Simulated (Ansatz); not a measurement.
Relaxed GeTe (alpha-GeTe type, space group R3m):

```xyz
2
Lattice="2.0935 1.2087 3.6868 -2.0935 1.2087 3.6868 0.0000 -2.4174 3.6868" Properties=species:S:1:pos:R:3 pbc="T T T"
Ge     0.0000     0.0000     2.5643
Te     0.0000     0.0000     8.4961
```

In this cell atom 1 (Ge, nearest neighbour Te at 2.815 Å; its periodic images, 4.2 Å or more away, move with it) is moved by s along Cartesian [111], unit vector (0.577, 0.577, 0.577); all other atoms and the cell stay fixed.

Computed with r2SCAN (plane waves to 500 eV, PAW, scalar-relativistic; Ansatz, a quantum-chemistry and plane-wave program). k mesh 8×8×8 (Γ-centred), Fermi-Dirac smearing 0.05 eV. E stands for the smeared free energy. GeTe was relaxed with its symmetry unable to fall. Spin-orbit coupling is left out, though Te is heavy. ΔE is measured from the undisplaced structure.

| s (Å) | ΔE (meV/cell) |
|---|---|
| -0.280 | 156.7 |
| -0.224 | 93.6 |
| -0.168 | 48.7 |
| -0.112 | 19.7 |
| -0.056 | 4.3 |
| 0.000 | 0.0 |
| 0.056 | 4.2 |
| 0.112 | 14.4 |
| 0.168 | 28.0 |
| 0.224 | 43.0 |
| 0.280 | 57.9 |

Question: What force constant k = d²E/ds² at s = 0 does the table give?

Answer: 2.7 eV/Å². It is the second difference of the nearest points, corrected with the next pair.

Question: With k = 2.72 eV/Å² from the forces, is the well harmonic out to s = 0.280 Å?

Answer: ½ks² = 106.5 meV/cell against the computed 57.9 meV/cell, so the well is softer than harmonic there.

(For displaced atoms, the force is minus the slope of the energy, and its curvature is a force constant, which sets phonon frequencies.)
